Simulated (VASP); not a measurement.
# SrO: convergence, energy difference of two geometries

SrO, Fm-3m (no. 225), 2 atoms in the cell. PBE, energy difference of two geometries; PAW potentials Sr_sv, O (PBE set). VASP 6.6.1.

Wanted: energy difference within 0.5 meV/atom.

What the run is for: energy difference; Accuracy asked: standard; Second geometry: volume scaled by 1.04.

The series start from Plane-wave cutoff (eV): 520; k-point mesh: 8 × 8 × 8; Precision mode (PREC): Accurate; Electronic threshold (eV): 1e-6; Aspherical gradient terms in the spheres (LASPH): yes; Electronic algorithm: ALGO=Normal. Each series keeps the choices made before it, and each single choice may use up half of a tolerance. Times cover all steps of a run.

## Plane-wave cutoff (eV)

| Plane-wave cutoff (eV) | Energy difference (meV/atom) | Time (s) |
|---|---|---|
| 320 | -10.25 | 28 |
| 400 | -8.64 | 25 |
| 460 | -8.97 | 37 |
| 520 | -8.99 | 46 |
| 600 | -8.96 | 47 |
| 700 | -8.92 | 52 |
| 840 (reference) | -8.92 | 81 |

## k-point mesh

| k-point mesh | Energy difference (meV/atom) | Time (s) |
|---|---|---|
| 3 × 3 × 3 | -9.87 | 12 |
| 4 × 4 × 4 | -9.29 | 18 |
| 5 × 5 × 5 | -9.06 | 24 |
| 6 × 6 × 6 | -8.86 | 27 |
| 8 × 8 × 8 | -8.97 | 37 |
| 9 × 9 × 9 | -8.97 | 49 |
| 12 × 12 × 12 | -8.97 | 87 |
| 15 × 15 × 15 (reference) | -8.97 | 131 |

## Precision mode (PREC)

| Precision mode (PREC) | Energy difference (meV/atom) | Time (s) |
|---|---|---|
| SingleN | -9.41 | 11 |
| Normal | -9.12 | 12 |
| Single | -9.05 | 16 |
| Accurate (reference) | -9.06 | 24 |

## Electronic threshold (eV)

| Electronic threshold (eV) | Energy difference (meV/atom) | Time (s) |
|---|---|---|
| 0.001 | -9.10 | 9.2 |
| 0.0001 | -9.12 | 11 |
| 1e-5 | -9.12 | 11 |
| 1e-6 | -9.12 | 12 |
| 1e-7 | -9.12 | 11 |
| 1e-8 (reference) | -9.12 | 14 |

## Aspherical gradient terms in the spheres (LASPH)

| Aspherical gradient terms in the spheres (LASPH) | Energy difference (meV/atom) | Time (s) |
|---|---|---|
| no | -9.10 | 7.3 |
| yes (reference) | -9.10 | 9.2 |

## Electronic algorithm

| Electronic algorithm | Energy difference (meV/atom) | Time (s) |
|---|---|---|
| ALGO=Normal | -9.10 | 7.3 |
| ALGO=Fast | -9.10 | 8.1 |
| ALGO=VeryFast | -9.09 | 10 |
| ALGO=All ISEARCH=1 | -9.09 | 7.8 |
| ALGO=All ISEARCH=0 | -9.09 | 7.3 |
| ALGO=Damped TIME=0.4 | -8.70 | 8.6 |
| ALGO=Damped TIME=0.1 | -8.41 | 10 |

## Question

The rows run from the loosest to the tightest (no order: electronic algorithm). For each series: choose the loosest value from which every tighter one stays within half of the tolerance; where there is no order, keep the first row unless others stay within half of the tolerance and take at least 30 % less time, and then take the fastest.

## Answer

- Plane-wave cutoff (eV): 460
- k-point mesh: 5 × 5 × 5
- Precision mode (PREC): Normal
- Electronic threshold (eV): 0.001
- Aspherical gradient terms in the spheres (LASPH): no
- Electronic algorithm: ALGO=Normal

## All choices together

| Input | Energy difference (meV/atom) | Time (s) |
|---|---|---|
| the program's defaults (naive) | -8.31 | 5.8 |
| chosen settings | -9.10 | 7.3 |
| reference settings throughout | -8.91 | 357 |

The tolerance is met.

## The input

INCAR:
```
ALGO = Normal
EDIFF = 0.001
EFERMI = MIDGAP
ENCUT = 460
GGA = PE
GGA_COMPAT = F
ISIF = 2
ISMEAR = 0
LASPH = F
LCHARG = F
LREAL = F
LWAVE = F
NELM = 120
PREC = Normal
SIGMA = 0.03
```

KPOINTS:
```
Automatic mesh
0
Gamma
  5 5 5
  0 0 0
```

POSCAR.step1:
```
SrO
1.0
    0.0000000000      2.5663000000      2.5663000000
    2.5663000000      0.0000000000      2.5663000000
    2.5663000000      2.5663000000      0.0000000000
Sr O
1 1
Direct
    0.5000000000      0.5000000000      0.5000000000
    0.0000000000      0.0000000000      0.0000000000
```

POSCAR.step2:
```
SrO
1.0
    0.0000000000      2.6000709780      2.6000709780
    2.6000709780      0.0000000000      2.6000709780
    2.6000709780      2.6000709780      0.0000000000
Sr O
1 1
Direct
    0.5000000000      0.5000000000      0.5000000000
    0.0000000000      0.0000000000      0.0000000000
```

Commands (each step's output is kept before the next begins):
```
cat potpaw_PBE.64/Sr_sv/POTCAR potpaw_PBE.64/O/POTCAR > POTCAR
cp POSCAR.step1 POSCAR
mpirun -np 1 vasp_std > vasp.out
cp POSCAR.step2 POSCAR
mpirun -np 1 vasp_std > vasp.out
```

The chosen input took VASP 6.6.1 7.3 s on 1 core (AMD EPYC 7R43 (Zen 3)), a shared host.

## An input that fails: damping step far too long

The electronic loop stops at its limit of 65 steps.

Changes against the starting input:
```
- ALGO = Normal
- NELM = 120
+ ALGO = Damped
+ NELM = 65
+ TIME = 2.0
```
